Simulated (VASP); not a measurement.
# GaSb (rvv) (F-43m) in VASP: notebook, part 2 of 2

VASP 6.6.1.

### 3 Relaxation of cell and atoms, r2SCAN+rVV10

This run uses another cell than the first one, of 28.62 Å³/atom, 1.007 times its volume.

The input, POSCAR:

```
GaSb
1.0
    0.0000000000      3.0590000000      3.0590000000
    3.0590000000      0.0000000000      3.0590000000
    3.0590000000      3.0590000000      0.0000000000
Ga Sb
1 1
Direct
    0.0000000000      0.0000000000      0.0000000000
    0.2500000000      0.2500000000      0.2500000000
```

The input, INCAR.step1:

```
ALGO = Normal ; EDIFF = 1E-4
ENCUT = 600 ; GGA = PE
ISMEAR = 0 ; LASPH = T
LCHARG = F ; LREAL = F
LWAVE = T ; NELM = 100
PREC = Accurate ; SIGMA = 0.02
```

The input, INCAR.step2:

```
ALGO = Normal ; BPARAM = 11.95
CPARAM = 0.0093 ; EDIFF = 1E-6
EDIFFG = -0.002 ; ENCUT = 600
IBRION = 2 ; ISIF = 3
ISMEAR = 0 ; ISTART = 1
IVDW_NL = 2 ; LASPH = T
LCHARG = F ; LMIXTAU = T
LREAL = F ; LUSE_VDW = T
LWAVE = F ; METAGGA = R2SCAN
NELM = 100 ; NSW = 100
PREC = Accurate ; SIGMA = 0.02
```

The input, KPOINTS:

```
k-points
0
Gamma
  10 10 10
```

Potentials or basis: VASP PAW PBE potentials, release 64 (Ga_d, Sb).

Run with:

```console
cat potpaw_PBE.64/Ga_d/POTCAR potpaw_PBE.64/Sb/POTCAR > POTCAR
cp INCAR.step1 INCAR
mpirun -np 1 vasp_std > vasp.out
cp INCAR.step2 INCAR
mpirun -np 1 vasp_std > vasp.out
```

OUTCAR:

```text
BPARAM = 11.95
   EDIFF = 1E-6
   EDIFFG = -0.002
   ENCUT = 600
   IBRION = 2
   ISIF = 3
   ISMEAR = 0
   ISTART = 1
   IVDW_NL = 2
   LASPH = T
   LREAL = F
   METAGGA = R2SCAN
   NELM = 100
   NSW = 100
   PREC = Accurate

 ion  position               nearest neighbor table
   1  0.000  0.000  0.000-   2 2.65   2 2.65   2 2.65   2 2.65
   2  0.250  0.250  0.250-   1 2.65   1 2.65   1 2.65   1 2.65

  LATTYP: Found a face centered cubic cell.
 ALAT       =     6.1180000000

  Lattice vectors:

 A1 = (   0.0000000000,   3.0590000000,   3.0590000000)
 A2 = (   3.0590000000,   0.0000000000,   3.0590000000)
 A3 = (   3.0590000000,   3.0590000000,   0.0000000000)

Analysis of symmetry for initial positions (statically):
=====================================================================
 Subroutine PRICEL returns:
 Original cell was already a primitive cell.

 Routine SETGRP: Setting up the symmetry group for a
 face centered cubic supercell.

 Subroutine GETGRP returns: Found 24 space group operations
 (whereof 24 operations were pure point group operations)
 out of a pool of 48 trial point group operations.

The static configuration has the point symmetry T_d .

Analysis of symmetry for dynamics (positions and initial velocities):
=====================================================================
 Subroutine PRICEL returns:
 Original cell was already a primitive cell.

 Routine SETGRP: Setting up the symmetry group for a
 face centered cubic supercell.

 Subroutine GETGRP returns: Found 24 space group operations
 (whereof 24 operations were pure point group operations)
 out of a pool of 48 trial point group operations.

The dynamic configuration has the point symmetry T_d .

 Subroutine INISYM returns: Found 24 space group operations
 (whereof 24 operations are pure point group operations),
 and found     1 'primitive' translations

----------------------------------------------------------------------------------------

                                     Primitive cell

  volume of cell :      57.2491

  direct lattice vectors                    reciprocal lattice vectors
     0.000000000  3.059000000  3.059000000    -0.163452109  0.163452109  0.163452109
     3.059000000  0.000000000  3.059000000     0.163452109 -0.163452109  0.163452109
     3.059000000  3.059000000  0.000000000     0.163452109  0.163452109 -0.163452109

  length of vectors
     4.326079287  4.326079287  4.326079287     0.283107357  0.283107357  0.283107357

  position of ions in fractional coordinates (direct lattice)
     0.000000000  0.000000000  0.000000000
     0.250000000  0.250000000  0.250000000

  ion indices of the primitive-cell ions
   primitive index   ion index
                 1           1
                 2           2

----------------------------------------------------------------------------------------

 KPOINTS: k-points

Automatic generation of k-mesh.
 Grid dimensions read from file:
 generate k-points for:   10   10   10

 Generating k-lattice:

  Cartesian coordinates                     Fractional coordinates (reciprocal lattice)
[... 52 lines left out ...]
   ISTART =      1    job   : 0-new  1-cont  2-samecut
   ICHARG =      0    charge: 1-file 2-atom 10-const
   ISPIN  =      1    spin polarized calculation?
   LNONCOLLINEAR =      F non collinear calculations
   LSORBIT =      F    spin-orbit coupling
   LASPH  =      T    aspherical Exc in radial PAW
   ENCUT  =  600.0 eV  44.10 Ry    6.64 a.u.   8.64  8.64  8.64*2*pi/ulx,y,z
   NELM   =    100;   NELMIN=  2; NELMDL=  0     # of ELM steps
   EDIFF  = 0.1E-05   stopping-criterion for ELM
   LREAL  =      F    real-space projection
   EDIFFG = -.2E-02   stopping-criterion for IOM
   NSW    =    100    number of steps for IOM
   IBRION =      2    ionic relax: 0-MD 1-quasi-New 2-CG
   NFREE  =      1    steps in history (QN), initial steepest desc. (CG)
   ISIF   =      3    stress and relaxation
   ISYM   =      2    0-nonsym 1-usesym 2-fastsym
   POTIM  = 0.5000    time-step for ionic-motion
   TEBEG  =    0.0;   TEEND  =   0.0 temperature during run
   PSTRESS=    0.0 pullay stress
   NELECT =      18.0000    total number of electrons
   NUPDOWN=      -1.0000    fix difference up-down
   EMIN   =  10.00;   EMAX   =-10.00  energy-range for DOS
   EFERMI =   0.00;   METHOD = LEGACY
   ISMEAR =     0;   SIGMA  =   0.02  broadening in eV -4-tet -1-fermi 0-gaus
   EFERMI_NEDOS =   21; number of points for ismear=-14 and -15
   IALGO  =     38    algorithm
   IMIX   =      4    mixing-type and parameters
     AMIX     =   0.40;   BMIX     =  1.00
     AMIX_MAG =   1.60;   BMIX_MAG =  1.00
  volume/ion in A,a.u.               =      28.62       193.17
  Fermi-wavevector in a.u.,A,eV,Ry     =   1.113208  2.103657 16.860766  1.239231
  Thomas-Fermi vector in A             =   2.249790
   LORBIT       =      0    0 simple, 1 ext, 2 COOP (PROOUT), +10 PAW based schemes
   METAGGA = R2SCAN    functional components
   LHFCALC =     F    Hartree Fock is set to
   AEXX    =    0.0000 exact exchange contribution
   IVDW_NL    =     2    kernel type
   BPARAM     =11.9500
   IVDW    =     0    specifies the selected vdW correction
   LEPSILON=     F    determine dielectric tensor
   LRPA    =     F    only Hartree local field effects (RPA)
 conjugate gradient relaxation of ions
 non-spin polarized calculation
 Gauss-broadening in eV      SIGMA  =   0.02
  energy-cutoff  :      600.00
  volume of cell :       57.25
 maximum number of plane-waves:      1925
   NGX = 17   NGY = 17   NGZ = 17

--------------------------------------- Ionic step        1  -------------------------------------------

 number of electron      18.0000006 magnetization

 Free energy of the ion-electron system (eV)
  ---------------------------------------------------
  ext. energy  EPLUGINS =         0.00000000
  ---------------------------------------------------
  free energy    TOTEN  =       -36.98427325 eV

  energy without entropy =      -36.98427325  energy(sigma->0) =      -36.98427325

------------------------ aborting loop because EDIFF is reached ----------------------------------------

  FORCE on cell =-STRESS in cart. coord.  units (eV):
  Direction    XX          YY          ZZ          XY          YZ          ZX
  --------------------------------------------------------------------------------------
  -------------------------------------------------------------------------------------
  Total       -0.0608347     -0.0608347     -0.0608347     -0.0000000     -0.0000000      0.0000000
  in kB       -1.7025255     -1.7025255     -1.7025255     -0.0000000     -0.0000000      0.0000000
  external PRESSURE =      -1.7025255 kB  Pullay stress =       0.0000000 kB
[... 59 lines left out ...]
--------------------------------------- Ionic step        3  -------------------------------------------

 number of electron      18.0000006 magnetization

 Free energy of the ion-electron system (eV)
  ---------------------------------------------------
  ext. energy  EPLUGINS =         0.00000000
  ---------------------------------------------------
  free energy    TOTEN  =       -36.98441256 eV

  energy without entropy =      -36.98441256  energy(sigma->0) =      -36.98441256

 E-fermi :   4.8665     XC(G=0):  -9.7995

 val. band max:        4.7138970542   @ k =   0.0000   0.0000   0.0000
 cond. band min:       5.1903310362   @ k =   0.0000   0.0000   0.0000
 fundamental gap:      0.4764339820
 Fermi energy:         4.8665065369

 k-point     1 :       0.0000    0.0000    0.0000
  band No.  band energies     occupation
      1     -10.7791      2.00000
      2     -10.7791      2.00000
      3     -10.7791      2.00000
      4     -10.7214      2.00000
      5     -10.7214      2.00000
      6      -7.2538      2.00000
      7       4.7139      2.00000
      8       4.7139      2.00000
      9       4.7139      2.00000
     10       5.1903      0.00000
     11       7.6784      0.00000
     12       7.6785      0.00000
     13       7.6785      0.00000
[... 354 lines left out ...]
  band No.  band energies     occupation
      1     -10.8186      2.00000
      2     -10.7585      2.00000
      3     -10.7580      2.00000
      4     -10.7307      2.00000
      5     -10.7180      2.00000
      6      -5.5379      2.00000
      7      -1.0351      2.00000
      8       2.0892      2.00000
      9       2.4085      2.00000
     10       6.1220      0.00000
     11       7.2386      0.00000
     12      11.3392      0.00000
     13      11.8446      0.00000

 [... further k-points ...]

------------------------ aborting loop because EDIFF is reached ----------------------------------------

  FORCE on cell =-STRESS in cart. coord.  units (eV):
  Direction    XX          YY          ZZ          XY          YZ          ZX
  --------------------------------------------------------------------------------------
  -------------------------------------------------------------------------------------
  Total        0.0013079      0.0013079      0.0013079      0.0000000      0.0000000      0.0000000
  in kB        0.0367412      0.0367412      0.0367412      0.0000000      0.0000000      0.0000000
  external PRESSURE =       0.0367412 kB  Pullay stress =       0.0000000 kB
[... 17 lines left out ...]
  FREE ENERGIE OF THE ION-ELECTRON SYSTEM (eV)
  ---------------------------------------------------
  free  energy   TOTEN  =       -36.9844125570 eV

  energy  without entropy=      -36.9844125570  energy(sigma->0) =      -36.98441256

 reached required accuracy - stopping structural energy minimisation
```

It took 3.6 min on 1 thread of Intel Xeon 6975P-C (Granite Rapids), shared host; peak memory 0.42 GiB.

What came out:

```yaml
Free_energy: -36.9844 eV
Relaxed_volume: 28.52 Å³/atom
Relaxed_cell: a = 4.321 Å, b = 4.321 Å, c = 4.321 Å, α = 60.00°, β = 60.00°, γ = 60.00°
Space_group_after_relaxing_to_0.05_Å: F-43m (No. 216)
Energy_gained_by_relaxing: 0.1 meV/atom
Ionic_steps: 3
Pressure_after_relaxing: 0.0 GPa
Band_gap_on_the_k_mesh: 0.48 eV, direct
```

The path:
```csv
step,energy change (eV),largest force (eV/Å),pressure (GPa),volume (Å³)
1,0.0000,0.0000,-0.17,57.25
2,-0.0001,0.0000,0.05,57.00
3,-0.0001,0.0000,0.00,57.03
```

Final structure:
```yaml
crystal:
  lattice:
    - [0.00000, 3.05515, 3.05515]
    - [3.05515, 0.00000, 3.05515]
    - [3.05515, 3.05515, 0.00000]
  atoms:
    - { symbol: Ga, position: [0.00000, 0.00000, 0.00000] }
    - { symbol: Sb, position: [0.25000, 0.25000, 0.25000] }
```

Caveat: the PAW data sets were made with another functional, which shifts forces and pressure a little; spin-orbit coupling is left out, which moves the levels of the heavy elements.

### 4 Single point, r2SCAN+rVV10

This run uses another cell than the first one, of 28.62 Å³/atom, 1.007 times its volume.

POSCAR is that of step 3.

The input, INCAR.step1:

```
ALGO     = Normal         # electronic algorithm
EDIFF    = 1E-4           # SCF threshold, eV
ENCUT    = 520            # plane-wave cutoff, eV
GGA      = PE             # functional
ISMEAR   = 0              # smearing method
LASPH    = True           # aspherical terms in the spheres
LCHARG   = False          # write CHGCAR
LREAL    = False          # projectors in reciprocal space
LWAVE    = True           # write WAVECAR
NBANDS   = 16             # bands
NELM     = 100            # most SCF steps
PREC     = Accurate       # precision mode
SIGMA    = 0.1            # smearing width, eV
```

The input, INCAR.step2:

```
ALGO     = Normal         # electronic algorithm
BPARAM   = 11.95        
CPARAM   = 0.0093       
EDIFF    = 1E-6           # SCF threshold, eV
ENCUT    = 520            # plane-wave cutoff, eV
ISIF     = 2              # what is computed and relaxed
ISMEAR   = 0              # smearing method
ISTART   = 1            
IVDW_NL  = 2            
LASPH    = True           # aspherical terms in the spheres
LCHARG   = False          # write CHGCAR
LMIXTAU  = True         
LREAL    = False          # projectors in reciprocal space
LUSE_VDW = True         
LWAVE    = False          # write WAVECAR
METAGGA  = R2SCAN         # meta-GGA
NBANDS   = 16             # bands
NELM     = 100            # most SCF steps
PREC     = Accurate       # precision mode
SIGMA    = 0.1            # smearing width, eV
```

The input, KPOINTS:

```
k-points
0
Gamma
  6 6 6
```

Potentials or basis: VASP PAW PBE potentials, release 64 (Ga_d, Sb).

Run with:

```console
cat potpaw_PBE.64/Ga_d/POTCAR potpaw_PBE.64/Sb/POTCAR > POTCAR
cp INCAR.step1 INCAR
mpirun -np 1 vasp_std > vasp.out
cp INCAR.step2 INCAR
mpirun -np 1 vasp_std > vasp.out
```

OUTCAR:

```text
BPARAM = 11.95
   EDIFF = 1E-6
   ENCUT = 520
   ISIF = 2
   ISMEAR = 0
   ISTART = 1
   IVDW_NL = 2
   LASPH = True
   LREAL = False
   METAGGA = R2SCAN
   NELM = 100
   PREC = Accurate

 ion  position               nearest neighbor table
   1  0.000  0.000  0.000-   2 2.65   2 2.65   2 2.65   2 2.65
   2  0.250  0.250  0.250-   1 2.65   1 2.65   1 2.65   1 2.65

  LATTYP: Found a face centered cubic cell.
 ALAT       =     6.1180000000

  Lattice vectors:

 A1 = (   0.0000000000,   3.0590000000,   3.0590000000)
 A2 = (   3.0590000000,   0.0000000000,   3.0590000000)
 A3 = (   3.0590000000,   3.0590000000,   0.0000000000)

Analysis of symmetry for initial positions (statically):
=====================================================================
 Subroutine PRICEL returns:
 Original cell was already a primitive cell.

 Routine SETGRP: Setting up the symmetry group for a
 face centered cubic supercell.

 Subroutine GETGRP returns: Found 24 space group operations
 (whereof 24 operations were pure point group operations)
[... 153 lines left out ...]
  free energy    TOTEN  =       -36.95681922 eV

  energy without entropy =      -36.95681319  energy(sigma->0) =      -36.95681620

 E-fermi :   4.9157     XC(G=0):  -9.7788

 val. band max:        4.6808392638   @ k =   0.0000   0.0000   0.0000
 cond. band min:       5.1279861650   @ k =   0.0000   0.0000   0.0000
 fundamental gap:      0.4471469011
 Fermi energy:         4.9157172501

 k-point     1 :       0.0000    0.0000    0.0000
  band No.  band energies     occupation
      1     -10.8132      2.00000
      2     -10.8132      2.00000
      3     -10.8132      2.00000
      4     -10.7561      2.00000
      5     -10.7561      2.00000
      6      -7.2582      2.00000
[... 281 lines left out ...]
      3     -10.7876      2.00000
      4     -10.7647      2.00000
      5     -10.7541      2.00000
      6      -4.6014      2.00000
[... 8 lines left out ...]
     15      15.2392      0.00000
     16      16.6502      0.00000

------------------------ aborting loop because EDIFF is reached ----------------------------------------

  FORCE on cell =-STRESS in cart. coord.  units (eV):
  Direction    XX          YY          ZZ          XY          YZ          ZX
  --------------------------------------------------------------------------------------
  -------------------------------------------------------------------------------------
  Total       -0.0753423     -0.0753423     -0.0753423      0.0000000      0.0000000      0.0000000
  in kB       -2.1085348     -2.1085348     -2.1085348      0.0000000      0.0000000      0.0000000
  external PRESSURE =      -2.1085348 kB  Pullay stress =       0.0000000 kB

 VOLUME and BASIS-vectors are now :
 -----------------------------------------------------------------------------
  energy-cutoff  :      520.00
  volume of cell :       57.25
      direct lattice vectors                 reciprocal lattice vectors
     0.000000000  3.059000000  3.059000000    -0.163452109  0.163452109  0.163452109
     3.059000000  0.000000000  3.059000000     0.163452109 -0.163452109  0.163452109
     3.059000000  3.059000000  0.000000000     0.163452109  0.163452109 -0.163452109

 POSITION                                       TOTAL-FORCE (eV/Angst)
 -----------------------------------------------------------------------------------
      0.00000      0.00000      0.00000         0.000000      0.000000      0.000000
      1.52950      1.52950      1.52950        -0.000000     -0.000000     -0.000000
 -----------------------------------------------------------------------------------
    total drift:                               -0.000002     -0.000002     -0.000002

  FREE ENERGIE OF THE ION-ELECTRON SYSTEM (eV)
  ---------------------------------------------------
  free  energy   TOTEN  =       -36.9568192186 eV

  energy  without entropy=      -36.9568131864  energy(sigma->0) =      -36.95681620
```

Run time: 37 s. Hardware: 1 thread of Intel Xeon 6975P-C (Granite Rapids), shared host; peak memory 0.31 GiB.

What came out:

```yaml
Free_energy: -36.9568 eV
Pressure: -0.2 GPa
Band_gap_on_the_k_mesh: 0.45 eV, direct
```

Caveat: the PAW data sets were made with another functional, which shifts forces and pressure a little; spin-orbit coupling is left out, which moves the levels of the heavy elements.

### 5 Overview

```tsv
task	cell	k mesh	cutoff (eV)	smearing	gap on the mesh (eV)	pressure (GPa)
single point	a = 4.317 Å, angles 60.0°, 2 atoms	10 × 10 × 10	520	gaussian 0.02 eV	0.50	0.2
relaxation of cell and atoms	relaxed from a = 4.326 Å, angles 60.0°, 2 atoms	10 × 10 × 10	600	gaussian 0.02 eV	0.48	0.0
single point	a = 4.326 Å, angles 60.0°, 2 atoms	6 × 6 × 6	520	gaussian 0.1 eV	0.45	-0.2
```

Alike in all rows: level r2SCAN+rVV10; potentials or basis VASP PAW PBE potentials, release 64 (Ga_d, Sb); no spin polarisation.

Caveats: the PAW data sets were made with another functional, which shifts forces and pressure a little; spin-orbit coupling is left out, which moves the levels of the heavy elements.

Absolute energies hang on the potentials; compare differences alone.

### 6 How close it comes

Step 2. Against the measured gap of GaSb, 0.811 eV (direct; 4.2 K; a printed reference work, data compilation), the calculated 0.50 eV is off by -0.31 eV. Spin-orbit coupling on Ga, Sb is left out. The value is that of r2SCAN+rVV10 on a finite k mesh, which can miss the band edges, without temperature or zero-point motion.

Step 4. Measured gap of GaSb: 0.811 eV (direct; 4.2 K; a printed reference work, data compilation). This calculation gives 0.45 eV (-0.36 eV). Spin-orbit coupling on Ga, Sb is left out. The value is that of r2SCAN+rVV10 on a finite k mesh, which can miss the band edges, without temperature or zero-point motion.
